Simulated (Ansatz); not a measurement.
AlN, 2 atoms in the cell. Symmetry: F-43m, No. 216, cubic system. The conventional cell has a = 4.368 Å, b = 4.368 Å, c = 4.368 Å, α = 90.00°, β = 90.00°, γ = 90.00°. Around Al (site symmetry -43m) lie 4 N at 1.89 Å. N (site symmetry -43m) is surrounded by 4 Al at 1.89 Å. Measurements of this composition are mostly on another form, of space group No. 186.

| Item | Value |
| --- | --- |
| Program | Ansatz 0.2.0 |
| Task | single point |
| Functional | PBEsol |
| Potentials or basis | all-electron LAPW, scalar-relativistic |
| Cutoff | 378 eV (chosen from the basis error) |
| Basis error allowed | 0.001 eV/atom |
| k mesh | 10 × 10 × 10 |
| Occupations | fermi-dirac, width 0.05 eV |
| Spin | no spin polarisation |

Potentials or basis: all-electron LAPW, scalar-relativistic.

Run with:

```sh
$ ansatz run input.yaml --threads 1 --pin off --max-ram 3072MiB --backend cpu --events-out ev --progress --plain --runs-dir out
```

Hardware: 1 thread of Arm Neoverse V2, on a shared host.

Estimate the wall time of this run.

Run time: 8.7 s on 1 thread of Arm Neoverse V2 (shared host), peak memory 0.25 GiB. Counts: scf iterations 7, plane waves 331, k points 47, bands 13.
